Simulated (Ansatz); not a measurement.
Ti: energy along a strain

Ti, P6_3/mmc, a = 2.938 Å, c = 4.651 Å. Ansatz: PBE, PAW, 420 eV, Γ-centred 24×24×14 mesh on 2 atoms, Gaussian smearing 0.15 eV; no spin polarisation. Cell vectors (Å): 2.938 0.000 0.000; -1.469 2.545 0.000; 0.000 0.000 4.651. The cell is strained by x per cent times the pattern (1 -1 0 0 0 0) in the order xx yy zz yz xz xy (engineering shears), with fractional coordinates held. y is the free energy over the start, V0 = 17.388 Å³/atom.

| x (%) | y (meV/atom) |
| --- | --- |
| -2.00 | ? |
| -1.50 | 3.18 |
| -1.00 | 1.41 |
| -0.50 | 0.35 |
| 0.00 | 0.00 |
| 0.50 | 0.35 |
| 1.00 | 1.39 |
| 1.50 | 3.11 |
| 2.00 | 5.48 |

Task: Fit y = c2 x² + c3 x³ to the other rows, get the stiffness along the pattern, and predict the missing energy.

Result: Least squares on the rows shown. y = 1.396 x² − 0.01231 x³. The clamped-ion stiffness p·C·p = 2 × 13.96 eV × 160.2 / 17.388 Å³ = 257 GPa. At x = -2.00 the fit asked for gives 5.68 meV/atom. The run gave 5.66 meV/atom, so the fit is 0.02 meV/atom too high, a small miss on the scale of the series.

Cost: 9 runs of about 5.2 core-minutes in all, on Arm Neoverse V1 (shared hosts).